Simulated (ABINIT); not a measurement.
# SnTe (Fm-3m) in ABINIT: a series of runs

One crystal, SnTe, is run at these levels: PBE, HCTH407; tasks: band structure, equation of state.

All numbers are computed with ABINIT 10.8.3 (patched build); they aren't measurements. Logs are shortened: lines on timing, memory, paths and dates and some standing lists are left out, and cuts for length are marked. The log counts tension as positive stress, the text compression.

**What was measured.**

From a printed reference work, textbook, for a bulk crystal of SnTe at 300 K: band gap 0.18 eV (direct).

How close the calculation comes is told below.

## (1) Starting point

Symmetry: Fm-3m, No. 225, cubic system. Conventional cell: a = 6.302 Å, b = 6.302 Å, c = 6.302 Å, α = 90.00°, β = 90.00°, γ = 90.00°. Te (site symmetry m-3m) has 6 Sn at 3.15 Å as nearest neighbours. Sn (site symmetry m-3m) has 6 Te at 3.15 Å as nearest neighbours.

## (2) Band structure, PBE

Contents of run.abi:

```
# Datasets: ground state, then fixed potential
ndtset 2

# Pseudopotentials
pp_dirpath "./"
pseudos "52_Te_16_2.3_2.3_pbe_n_v1.0.psp8, 50_Sn_14_2.5_3.0_pbe_n_v1.0.psp8"

# Structure
acell 4.455974803 4.455974803 4.455974803 Angstrom
rprim
     0.0000000000     0.7071067812     0.7071067812
     0.7071067812     0.0000000000     0.7071067812
     0.7071067812     0.7071067812     0.0000000000
ntypat 2
znucl 52 50
natom 2
typat 1 2
xred
     0.5000000000     0.5000000000     0.5000000000
     0.0000000000     0.0000000000     0.0000000000

# Plane-wave basis
ecut 870.764360 eV

# Exchange and correlation
ixc 11

# Bands and occupations
occopt 3
tsmear 0.00183747

# SCF cycle
nstep 100

# Output
iomode 3
prtwf 0
prteig 0
prtebands 0
enunit 1
prtden1 1

# Dataset 1
kptopt1 1
ngkpt1 7 7 7
nshiftk1 1
shiftk1 0.0 0.0 0.0
nband1 19
tolvrs1 1.0e-10

# Dataset 2: bands along G-X-W-K-G-L-U-W-L-K
iscf2 -2
getden2 1
nband2 23
nbdbuf2 2
tolwfr2 1.0e-12
kptopt2 -9
ndivsm2 5
prteig2 1
kptbounds2
     0.0000000000     0.0000000000     0.0000000000
     0.5000000000     0.0000000000     0.5000000000
     0.5000000000     0.2500000000     0.7500000000
     0.3750000000     0.3750000000     0.7500000000
     0.0000000000     0.0000000000     0.0000000000
     0.5000000000     0.5000000000     0.5000000000
     0.6250000000     0.2500000000     0.6250000000
     0.5000000000     0.2500000000     0.7500000000
     0.5000000000     0.5000000000     0.5000000000
     0.3750000000     0.3750000000     0.7500000000
```

Potentials or basis: SPMS NC PBE v1.0.

The run is started by

```sh
abinit run.abi > log 2>&1
```

run.abo:

```text
.Version 10.8.3 of ABINIT
 DATASET    1 : space group Fm -3 m (#225); Bravais cF (face-center cubic)
================================================================================
 Values of the parameters that define the memory need for DATASET  1.
     intxc =       0    ionmov =       0      iscf =       7    lmnmax =       6
     lnmax =       6     mgfft =      45  mpssoang =       3    mqgrid =    3001
     natom =       2  nloc_mem =       1    nspden =       1   nspinor =       1
    nsppol =       1      nsym =      48    n1xccc =    2501    ntypat =       2
    occopt =       3   xclevel =       2
       mpw =        3665          nfft =       91125          nkpt =          20
================================================================================
================================================================================

 DATASET    2 : space group Fm -3 m (#225); Bravais cF (face-center cubic)
================================================================================
 Values of the parameters that define the memory need for DATASET  2.
     intxc =       0    ionmov =       0      iscf =      -2    lmnmax =       6
     lnmax =       6     mgfft =      45  mpssoang =       3    mqgrid =    3001
     natom =       2  nloc_mem =       1    nspden =       1   nspinor =       1
    nsppol =       1      nsym =      48    n1xccc =    2501    ntypat =       2
    occopt =       3   xclevel =       2
       mpw =        3695          nfft =       91125          nkpt =          87
================================================================================
================================================================================

--------------------------------------------------------------------------------
------------- Echo of variables that govern the present computation ------------
--------------------------------------------------------------------------------
 -outvars: echo values of preprocessed input variables --------
            acell      8.4205720016E+00  8.4205720016E+00  8.4205720016E+00 Bohr
              amu      1.27600000E+02  1.18710000E+02
             ecut      3.20000000E+01 Hartree
           enunit           1
           getden1          0
           getden2          1
             iscf1          7
             iscf2         -2
                       outvar_i_n : Printing only first  50 k-points.
              ixc          11
           jdtset        1    2
                       outvar_i_n : Printing only first  50 k-points.
           kptopt1          1
           kptopt2         -9
         kptrlatt        7    0    0      0    7    0      0    0    7
          kptrlen1     5.89440040E+01
          kptrlen2     3.00000000E+01
            natom           2
            nband1         19
            nband2         23
           nbdbuf1          0
           nbdbuf2          2
           ndtset           2
           ndivsm1          0
           ndivsm2          5
            ngfft          45      45      45
             nkpt1         20
             nkpt2         87
            nstep         100
             nsym          48
           ntypat           2
           occopt           3
        prtebands           0
           prteig1          0
           prteig2          1
            prtwf           0
            rprim      0.0000000000E+00  7.0710678120E-01  7.0710678120E-01
                       7.0710678120E-01  0.0000000000E+00  7.0710678120E-01
                       7.0710678120E-01  7.0710678120E-01  0.0000000000E+00
           shiftk1     0.00000000E+00  0.00000000E+00  0.00000000E+00
           shiftk2     5.00000000E-01  5.00000000E-01  5.00000000E-01
          spgroup         225
           tolvrs1     1.00000000E-10
           tolvrs2     0.00000000E+00
           tolwfr1     0.00000000E+00
           tolwfr2     1.00000000E-12
           tsmear      1.83747000E-03 Hartree
[... 210 lines left out ...]
  7.49E-13  6.81E-13  5.49E-13  3.33E-13  5.83E-13  2.26E-07  3.03E-10
 -1.1366E+00 -1.1366E+00 -1.1365E+00 -1.1365E+00 -1.1365E+00 -5.7782E-01
 -5.7782E-01 -5.7778E-01 -5.7778E-01 -5.7778E-01 -2.4343E-01  5.5292E-02
  1.4873E-01  1.4873E-01  1.4873E-01  3.5144E-01  3.5144E-01  3.5144E-01
  4.0335E-01  4.0335E-01  4.0335E-01  4.8169E-01  4.8224E-01
 Non-SCF case, kpt    2 (  0.03571  0.00000  0.03571), residuals and eigenvalues=
  2.25E-13  4.43E-13  4.81E-13  1.87E-13  2.20E-13  9.29E-13  3.43E-13  9.21E-13
  3.93E-13  9.28E-13  4.88E-13  3.86E-13  2.03E-13  2.67E-13  4.10E-13  4.65E-13
  8.57E-13  6.35E-13  9.95E-13  5.29E-13  4.44E-13  3.11E-05  8.74E-06
 -1.1366E+00 -1.1366E+00 -1.1365E+00 -1.1365E+00 -1.1365E+00 -5.7783E-01
 -5.7782E-01 -5.7779E-01 -5.7778E-01 -5.7778E-01 -2.4290E-01  5.1918E-02
[... 668 lines left out ...]
  9.55E-13  7.54E-13  4.49E-13  3.37E-13  7.26E-13  6.93E-13  8.06E-13  5.31E-13
  7.61E-13  4.97E-13  3.39E-13  8.36E-13  4.97E-13  2.14E-08  4.47E-05
 -1.1366E+00 -1.1366E+00 -1.1365E+00 -1.1365E+00 -1.1365E+00 -5.7829E-01
 -5.7783E-01 -5.7776E-01 -5.7752E-01 -5.7746E-01 -1.8467E-01 -4.9892E-02
  4.2660E-02  1.1252E-01  1.3447E-01  3.2762E-01  3.3438E-01  3.9258E-01
  4.2308E-01  5.1699E-01  5.3338E-01  6.2043E-01  6.7561E-01
 Non-SCF case, kpt   87 (  0.37500  0.37500  0.75000), residuals and eigenvalues=
  9.26E-13  8.51E-13  1.51E-13  3.12E-13  3.69E-13  2.20E-13  6.69E-13  7.12E-13
  5.60E-13  2.38E-13  3.64E-13  6.34E-13  2.54E-13  3.54E-13  4.75E-13  8.27E-13
  4.86E-13  6.07E-13  5.30E-13  4.12E-13  3.97E-13  7.96E-10  4.45E-07
 -1.1366E+00 -1.1366E+00 -1.1365E+00 -1.1365E+00 -1.1365E+00 -5.7833E-01
 -5.7780E-01 -5.7778E-01 -5.7749E-01 -5.7745E-01 -1.8396E-01 -4.5104E-02
  3.7028E-02  1.0807E-01  1.2775E-01  3.3878E-01  3.4095E-01  3.8271E-01
  4.3187E-01  5.2729E-01  5.4190E-01  6.2577E-01  6.6150E-01

--- !ResultsGS
iteration_state: {dtset: 2, }
comment   : Summary of ground state results
lattice_vectors:
- [  0.0000000,   5.9542436,   5.9542436, ]
- [  5.9542436,   0.0000000,   5.9542436, ]
- [  5.9542436,   5.9542436,   0.0000000, ]
lattice_lengths: [   8.42057,    8.42057,    8.42057, ]
lattice_angles: [ 60.000,  60.000,  60.000, ] # degrees, (23, 13, 12)
lattice_volume:   4.2219179E+02
convergence: {deltae:  0.000E+00, res2:  0.000E+00, residm:  9.996E-13, diffor:  0.000E+00, }
etotal    :  -1.70027916E+02
entropy   :   0.00000000E+00
fermie    :   2.30112444E-01
cartesian_stress_tensor: null
pressure_GPa: null
xred      :
- [  5.0000E-01,   5.0000E-01,   5.0000E-01, Te]
- [  0.0000E+00,   0.0000E+00,   0.0000E+00, Sn]
cartesian_forces: null
force_length_stats: {min: null, max: null, mean: null, }
...

 Integrated electronic density in atomic spheres:
 ------------------------------------------------
 Atom  Sphere_radius  Integrated_density
    1        2.00000         11.94783402
    2        2.00000         10.44554627
================================================================================

 ----iterations are completed or convergence reached----

 Mean square residual over all n,k,spin=   50.801E-14; max=  99.964E-14
 reduced coordinates (array xred) for    2 atoms
       0.500000000000      0.500000000000      0.500000000000
       0.000000000000      0.000000000000      0.000000000000

 cartesian coordinates (angstrom) at end:
    1      3.15085000005763     3.15085000005763     3.15085000005763
    2      0.00000000000000     0.00000000000000     0.00000000000000
 length scales=  8.420572001616  8.420572001616  8.420572001616 bohr
              =  4.455974803000  4.455974803000  4.455974803000 angstroms
 Eigenvalues (   eV  ) for nkpt=  87  k points:
 kpt#   1, nband= 23, wtk=  1.00000, kpt=  0.0000  0.0000  0.0000 (reduced coord)
 -30.92928  -30.92928  -30.92690  -30.92690  -30.92690  -15.72330  -15.72330  -15.72229
 -15.72229  -15.72229   -6.62410    1.50458    4.04709    4.04709    4.04709    9.56305
   9.56305    9.56305   10.97566   10.97566   10.97566   13.10750   13.12252
 kpt#   2, nband= 23, wtk=  1.00000, kpt=  0.0357  0.0000  0.0357 (reduced coord)
 -30.92927  -30.92927  -30.92690  -30.92688  -30.92688  -15.72351  -15.72324  -15.72233
 -15.72216  -15.72216   -6.60961    1.41276    4.01961    4.01961    4.17524    9.29873
   9.56278    9.56278   10.87816   11.05608   11.05608   13.15457   13.32373
 kpt#   3, nband= 23, wtk=  1.00000, kpt=  0.0714  0.0000  0.0714 (reduced coord)
 -30.92927  -30.92925  -30.92692  -30.92684  -30.92684  -15.72413  -15.72307  -15.72247
 -15.72179  -15.72179   -6.56637    1.18292    3.94035    3.94035    4.50871    8.68023
   9.57084    9.57084   10.63929   11.28495   11.28495   13.18473   13.60294
 kpt#   4, nband= 23, wtk=  1.00000, kpt=  0.1071  0.0000  0.1071 (reduced coord)
 -30.92927  -30.92922  -30.92694  -30.92676  -30.92676  -15.72514  -15.72279  -15.72270
 -15.72120  -15.72120   -6.49503    0.89189    3.81791    3.81791    4.94624    7.95400
   9.60325    9.60325   10.34144   11.63662   11.63662   13.26071   13.84481
 kpt#   5, nband= 23, wtk=  1.00000, kpt=  0.1429  0.0000  0.1429 (reduced coord)
[... 317 lines left out ...]
 -15.71615  -15.71416   -5.11792   -1.65323    1.80387    3.38250    4.11330    8.21346
   8.43175   10.55866   11.46865   13.68510   14.33048   16.92259   18.19492
 kpt#  85, nband= 23, wtk=  1.00000, kpt=  0.4028  0.4028  0.6944 (reduced coord)
 -30.92939  -30.92888  -30.92666  -30.92607  -30.92594  -15.73508  -15.72455  -15.72077
 -15.71562  -15.71383   -5.06536   -1.50432    1.43416    3.20988    3.87129    8.57633
   8.80428   11.04305   11.11013   13.82331   14.37763   16.90356   18.52608
 kpt#  86, nband= 23, wtk=  1.00000, kpt=  0.3889  0.3889  0.7222 (reduced coord)
 -30.92944  -30.92885  -30.92674  -30.92600  -30.92589  -15.73617  -15.72360  -15.72152
 -15.71499  -15.71348   -5.02521   -1.35763    1.16085    3.06177    3.65925    8.91496
   9.09892   10.68263   11.51247   14.06800   14.51411   16.88279   18.38419
 kpt#  87, nband= 23, wtk=  1.00000, kpt=  0.3750  0.3750  0.7500 (reduced coord)
 -30.92948  -30.92882  -30.92682  -30.92594  -30.92584  -15.73709  -15.72279  -15.72228
 -15.71440  -15.71313   -5.00594   -1.22735    1.00757    2.94070    3.47615    9.21867
   9.27779   10.41417   11.75185   14.34826   14.74575   17.02812   18.00046

== END DATASET(S) ==============================================================
================================================================================

 -outvars: echo values of variables after computation  --------
            acell      8.4205720016E+00  8.4205720016E+00  8.4205720016E+00 Bohr
           etotal1    -1.7002791603E+02
            fcart1    -0.0000000000E+00 -0.0000000000E+00 -0.0000000000E+00
                      -0.0000000000E+00 -0.0000000000E+00 -0.0000000000E+00
            rprim      0.0000000000E+00  7.0710678120E-01  7.0710678120E-01
                       7.0710678120E-01  0.0000000000E+00  7.0710678120E-01
                       7.0710678120E-01  7.0710678120E-01  0.0000000000E+00
           strten1    -7.7780660274E-05 -7.7780660274E-05 -7.7780660274E-05
                       0.0000000000E+00  0.0000000000E+00  0.0000000000E+00
           xangst      3.1508500001E+00  3.1508500001E+00  3.1508500001E+00
                       0.0000000000E+00  0.0000000000E+00  0.0000000000E+00
             xred      5.0000000000E-01  5.0000000000E-01  5.0000000000E-01
                       0.0000000000E+00  0.0000000000E+00  0.0000000000E+00
 Calculation completed.
```

Wall time 3.5 min (1 thread of Arm Neoverse V1, shared host); peak memory 0.18 GiB.

Results:

| Property | Result |
| --- | --- |
| Free energy | -4626.6953 eV |
| Pressure | 2.3 GPa |
| Band gap along the path | 0.10 eV, direct |
| Valence electrons inside the program's atomic spheres | Te 11.95; Sn 10.45 |

Levels at the corners of the path, in eV from the Fermi level:
```
point  band 13  band 14  band 15  band 16  band 17  band 18
    Γ    -2.21    -2.21    -2.21     3.30     3.30     3.30
    X    -5.65    -3.82    -3.82     2.12     4.87     4.87
    W    -4.90    -4.90    -0.90     0.78     4.57     4.57
    K    -5.25    -3.32    -2.79     2.96     3.02     4.15
    Γ    -2.21    -2.21    -2.21     3.30     3.30     3.30
    L    -1.88    -1.88    -0.06     0.03     0.30     0.30
    U    -5.25    -3.32    -2.79     2.96     3.02     4.15
    W    -4.90    -4.90    -0.90     0.78     4.57     4.57
    L    -1.88    -1.88    -0.06     0.03     0.30     0.30
    K    -5.25    -3.32    -2.79     2.96     3.02     4.15
```

Caveat: this odd mesh misses L, where the gap lies, so gap, dielectric constants and Born charges aren't listed; spin-orbit coupling is left out, which moves the levels of the heavy elements.

## (3) Equation of state, HCTH407

Contents of run.abi:

```
# Datasets: one volume each
ndtset 7
getwfk -1
scalecart1 3*0.9795861087
scalecart2 3*0.9864848297
scalecart3 3*0.9932883884
scalecart4 3*1.0000000000
scalecart5 3*1.0066227096
scalecart6 3*1.0131594038
scalecart7 3*1.0196128224

# Pseudopotentials
pp_dirpath "./"
pseudos "Te.GGA_PBE-JTH.xml, Sn.GGA_PBE-JTH.xml"

# Structure
acell 4.455974803 4.455974803 4.455974803 Angstrom
rprim
     0.0000000000     0.7071067812     0.7071067812
     0.7071067812     0.0000000000     0.7071067812
     0.7071067812     0.7071067812     0.0000000000
ntypat 2
znucl 52 50
natom 2
typat 1 2
xred
     0.5000000000     0.5000000000     0.5000000000
     0.0000000000     0.0000000000     0.0000000000

# Plane-wave basis
ecut 15.0
pawecutdg 30.0

# k points
kptopt 1
ngkpt 7 7 7
nshiftk 1
shiftk 0.0 0.0 0.0

# Exchange and correlation
ixc 27

# Bands and occupations
nband 14
occopt 3
tsmear 0.00183747

# SCF cycle
nstep 100
tolvrs 1.0e-9

# Output
iomode 3
prtwf 1
prtden 0
prteig 0
prtebands 0
enunit 2
```

Potentials or basis: JTH PAW PBE v2.0.

The run is started by

```sh
abinit run.abi > log 2>&1
```

Run time: 1.7 min. Hardware: 1 thread of Arm Neoverse V1, shared host; peak memory 0.14 GiB.

Results (log left out):

```yaml
Equilibrium_volume: "34.89 Å³/atom (rough: see the caveat)"
Bulk_modulus: 33 GPa (rough)
```

Energy against volume, from the lowest point:
```
volume (Å³/atom)  energy (meV/atom)
          29.404             107.15
          30.030              78.95
          30.656              55.41
          31.281              36.12
          31.907              20.63
          32.532               8.70
          33.158               0.00
```

Caveat: the cutoff is too short for stress, so the log's stress isn't used; pressures at fixed basis lie under the slope of the energies; this odd mesh misses L, where the gap lies, so gap, dielectric constants and Born charges aren't listed; the minimum lies outside the volumes run; the PAW data sets were made with another functional, which shifts forces and pressure a little. The run has no spin-orbit coupling, so splittings on Te are missing.

## (4) How close it comes

Step 2. A measured gap of SnTe is 0.18 eV (direct; 300 K; a printed reference work, textbook); the calculated 0.10 eV misses it by -0.08 eV. Spin-orbit coupling on Sn, Te is left out. The value is that of PBE, without temperature or zero-point motion. Semilocal functionals fall short of measured gaps as a rule.
